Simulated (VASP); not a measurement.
Here is a VASP 6.6.1 calculation.

The input INCAR:

```
SYSTEM = MoS2
PREC     = Accurate       ! precision mode
ENCUT    = 520            ! plane-wave cutoff, eV
EDIFF    = 1E-6           ! SCF threshold, eV
ISMEAR   = 0              ! smearing method
SIGMA    = 0.02           ! smearing width, eV
LREAL    = .False.        ! projectors in reciprocal space
LASPH    = .True.         ! aspherical terms in the spheres
NELM     = 80             ! most SCF steps
ALGO     = Normal         ! electronic algorithm
ISIF     = 2              ! what is computed and relaxed
LWAVE    = .False.        ! write WAVECAR
LCHARG   = .False.        ! write CHGCAR
LMAXMIX  = 4              ! l up to which the mixer works
METAGGA  = R2SCAN         ! meta-GGA
LMIXTAU  = .True.
```

Contents of KPOINTS:

```
regular mesh
0
Gamma
  10 10 10
  0 0 0
```

Contents of POSCAR:

```
MoS2
1.0
    1.5800000000      0.9122134253      6.1500000000
   -1.5800000000      0.9122134253      6.1500000000
    0.0000000000     -1.8244268506      6.1500000000
Mo S
1 2
Direct
    0.0000000000      0.0000000000      0.0000000000
    0.4170000000      0.4170000000      0.4170000000
    0.2500000000      0.2500000000      0.2500000000
```

Contents of KPOINTS_OPT:

```
path GLB1,BZGX,QFP1Z,LP
20
line-mode
reciprocal
 0.0000000000  0.0000000000  0.0000000000  G
 0.5000000000  0.0000000000  0.0000000000  L

 0.5000000000  0.0000000000  0.0000000000  L
 0.5000000000  0.1813340090 -0.1813340090  B1

 0.8186659910  0.5000000000  0.1813340090  B
 0.5000000000  0.5000000000  0.5000000000  Z

 0.5000000000  0.5000000000  0.5000000000  Z
 0.0000000000  0.0000000000  0.0000000000  G

 0.0000000000  0.0000000000  0.0000000000  G
 0.3406670045  0.0000000000 -0.3406670045  X

 0.6593329955  0.3406670045  0.0000000000  Q
 0.5000000000  0.5000000000  0.0000000000  F

 0.5000000000  0.5000000000  0.0000000000  F
 0.6593329955  0.6593329955  0.1813340090  P1

 0.6593329955  0.6593329955  0.1813340090  P1
 0.5000000000  0.5000000000  0.5000000000  Z

 0.5000000000  0.0000000000  0.0000000000  L
 0.8186659910  0.3406670045  0.3406670045  P
```

Potentials or basis: VASP PAW PBE potentials, release 64 (Mo_sv, S).

Run with:

```sh
$ cat potpaw_PBE.64/Mo_sv/POTCAR potpaw_PBE.64/S/POTCAR > POTCAR
$ mpirun -np 1 vasp_std > vasp.out
```

Problem. Estimate the band gap along the path.

Solution. 1.01 eV, indirect (least direct gap 1.83 eV).

Problem. Estimate the largest force.

Solution. 0.366 eV/Å.

Problem. Estimate the band gap on the k mesh.

Solution. 1.07 eV, indirect (least direct gap 2.08 eV).

Stress tensor (GPa, compression positive):
```
3.96 0.00 0.00
0.00 3.96 0.00
0.00 0.00 4.76
```

Caveat: the PAW data sets were made with another functional, which shifts forces and pressure a little. r2SCAN opens gaps a little over a GGA but as a rule still falls short of measured ones.
